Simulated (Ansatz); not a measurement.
The cell is COD entry 1200018, as deposited and not checked against the literature; nothing was relaxed. It is an old determination, and later ones may differ. The listed cell was then made from it by scaling, straining or moving an atom.

C: DFT, PBEsol, all-electron LAPW, scalar-relativistic (Ansatz 0.2.0). What sets it apart from a plain run of this crystal: zz strain of +1 %.

Command: `ansatz run input.yaml --threads 1 --pin off --max-ram 3072MiB --backend cpu --events-out ev --progress --plain --runs-dir out` The run took 26 s on 1 thread of Intel(R) Xeon(R) 6975P-C (Granite Rapids), on a shared host, peak memory 0.79 GiB.

```yaml
crystal:
  lattice:
    - [1.2280263465, 0.7090013417, 3.3804809478]
    - [-1.2280263465, 0.7090013417, 3.3804809478]
    - [0.0, -1.4180026834, 3.3804809478]
  atoms:
    - { symbol: C, position: [0.164, 0.164, 0.164] }
    - { symbol: C, position: [0.836, 0.836, 0.836] }
kpoints:
  mp_grid: { grid: [17, 17, 17] }
  band_path:
    path:
      - [0.0, 0.0, 0.0]
      - [0.5, 0.5, 0.5]
      - [0.8040078033, 0.1959921967, 0.5]
      - [0.5, -0.1959921967, 0.1959921967]
      - [0.5, 0.0, 0.0]
      - [0.0, 0.0, 0.0]
      - [0.3479960983, -0.3479960983, 0.0]
      - [0.6520039017, 0.0, 0.3479960983]
      - [0.5, 0.0, 0.5]
    npoints: 5
scf:
  occupations: { method: fermi_dirac, width: 0.03 }
hamiltonian:
  xc: pbesol
  pseudopotentials: { kind: all_electron, lapw: { basis_error: 0.0005 } }
output:
  forces: true
  stress: true
  eigenvalues: true
```

Output (standing set-up lines are left out):

```
Crystal: 2 atoms, lattice volume = 17.660 Å³
Basis set: ecut = 576.1313668200256 eV, 553 PW (Γ), FFT grids on a1−a3, a2−a3, a3, exchange–correlation at level 2
iter 1 solved again at ethr=2.09e-2 eV; its pass at ethr=1.00e-1 eV (dr2=2.51e0 eV) is discarded
SCF iter   1: F=—  HF=-2066.446169 eV  |F-HF|=—  |Δ(HF+E_count)|=         —  Δρ=1.28e-1  dr2=2.53e0  ethr=2.09e-2  ⟨swp⟩=2.0  Hψ=35135  notcnv=0
preconditioner: auto → none  [insulator: Δε(μ)=0.521 eV  Ē_g=19.220 eV  σ=0.030 eV  W_gap=1.00  n_scr=2 (ndim 8)  ℏωp=25.0 eV  f_vac=0.000  D(μ)=0.00/eV (n_scr^D=0)  ε∞_Penn≈2.7]
iter 2 solved again at ethr=1.78e-3 eV; its pass at ethr=2.09e-2 eV (dr2=2.13e-1 eV) is discarded
SCF iter   2: F=—  HF=-2065.300319 eV  |F-HF|=—  |Δ(HF+E_count)|=    1.15e0  Δρ=4.37e-2  dr2=2.12e-1  ethr=1.78e-3  ⟨swp⟩=2.0  Hψ=26621  notcnv=0  defer=1
SCF iter   3: F=—  HF=-2065.216509 eV  |F-HF|=—  |Δ(HF+E_count)|=         —  Δρ=7.32e-3  dr2=2.90e-3  ethr=1.77e-3  ⟨swp⟩=3.0  Hψ=15847  notcnv=0
the basis was enlarged: its passes take 85.6 KiB over the memory plan, 1 of 1 planned eigensolver slots
SCF iter   4: F=—  HF=-2065.216118 eV  |F-HF|=—  |Δ(HF+E_count)|=   3.90e-4  Δρ=2.38e-4  dr2=9.59e-6  ethr=2.42e-5  ⟨swp⟩=2.0  Hψ=12201  notcnv=0
SCF iter   5: F=—  HF=-2065.216119 eV  |F-HF|=—  |Δ(HF+E_count)|=   7.98e-7  Δρ=6.07e-5  dr2=2.24e-7  ethr=7.99e-8  ⟨swp⟩=3.0  Hψ=12717  notcnv=0
SCF iter   6: F=-2065.216119 eV  HF=-2065.216119 eV  |F-HF|=1.52e-9  |Δ(HF+E_count)|=   2.64e-7  Δρ=5.41e-6  dr2=1.74e-9  ethr=1.86e-9  ⟨swp⟩=3.0  Hψ=11429  notcnv=0
SCF 1 converged in 6 iterations: F = -2065.216119 eV  dr2 = 1.74e-9
NSCF: frozen V_eff on 41 k-points
SCF converged after 6 iterations
Free energy (F): -2065.216119 eV
Harris-Foulkes:  -2065.216119 eV  (|F-HF|=1.52e-9)
Internal energy: -2065.216117 eV  (E = F + TS)
E sigma→0 (E₀):  -2065.216118 eV
Entropy (-TS):   -0.000002 eV (-0.001 meV/atom)
Fermi energy:    7.149380 eV
--- Per-component energies (eV) ---
  E_band       = -1045.771166
  E_kinetic    = 2057.154003
  E_xc         = -285.350541
  E_electrostatic = -3837.019579  (all electrons and nuclei)
  E_smearing   = -0.000002  (= −TS)
  E_closure    = 0.000000  (closes the sum)
  E_atoms      = -2045.934717  (free atoms, spherical and without spin; not in F)
  Σ components = -2065.216119   (vs F -2065.216119, Δ=0.00e0)
  Basis errors (estimates in eV, not in F): energy 3.4e-4 per atom: plane waves 3.2e-4 (2.1e-4 summed), levels above the bands 3.6e-187, relativity 9.5e-9, radial functions 1.4e-5, core shells 0.0e0; eigenvalues (radial functions only) 9.5e-7; not estimated: angular momenta, meshes, grids; target (lapw.basis_error) 5.0e-4; muffin-tin radii C 0.710 Å
--- Forces (eV/Å), atoms counted from 1 ---
  atom   1  C      0.00000000    -0.00000000     0.88728721
  atom   2  C     -0.00000000     0.00000000    -0.88728721
  max |Σ_I F_I| component: 0.00e0 eV/Å
--- Stress (GPa, compression-positive) ---
        1.216213      -0.000000      -0.000000
       -0.000000       1.216213      -0.000000
       -0.000000      -0.000000       0.647719
  P = ⅓ Tr σ = 1.0267 GPa (10.267 kbar)
--- Band table (eV; the first three rows and the last of 489) ---
  k-point 0: bands = ["-257.3892", "-257.3618", "-12.5867", "0.4352", "4.1589", "4.1589", "10.9834", "15.5108", "15.5108", "18.6471"]
  k-point 1: bands = ["-257.3890", "-257.3620", "-12.5025", "0.5208", "3.8252", "3.9819", "11.1007", "15.5562", "15.8669", "18.3550"]
  k-point 2: bands = ["-257.3884", "-257.3626", "-12.2505", "0.7767", "2.9159", "3.5181", "11.4505", "15.6051", "16.8625", "17.5433"]
  k-point 488: bands = ["-257.3890", "-257.3620", "-12.2143", "-1.4097", "3.8038", "3.9621", "15.5089", "15.8318", "17.3099", "18.4072"]
```
